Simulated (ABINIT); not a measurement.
Crystal: B.

```
B
1.0
     2.34611    0.00000    0.00000
     0.00000    2.34611    0.00000
     0.00000    0.00000    1.58579
B
1
Direct
  0.50000 0.50000 0.50000
```

The cell was built by a generator and needn't be a form met in nature.

Base run:

```yaml
Program: ABINIT 10.8.3 (patched build)
Functional: SCAN
Potentials_or_basis: JTH PAW PBE v2.0
Cutoff: 490 eV
k_mesh: 11 × 11 × 16
Occupations: fermi-dirac, width 0.05 eV
Spin: no spin polarisation
```

Its results: band gap on the k mesh none (metal or under the smearing width); pressure -2.7 GPa.

The run is repeated on the same cell with these changes: functional from SCAN to PW91. What comes out?

Band gap on the k mesh none (metal or under the smearing width); pressure -0.5 GPa.

Caveats: the PAW data sets were made with another functional, which shifts forces and pressure a little; the atomic spheres overlap.
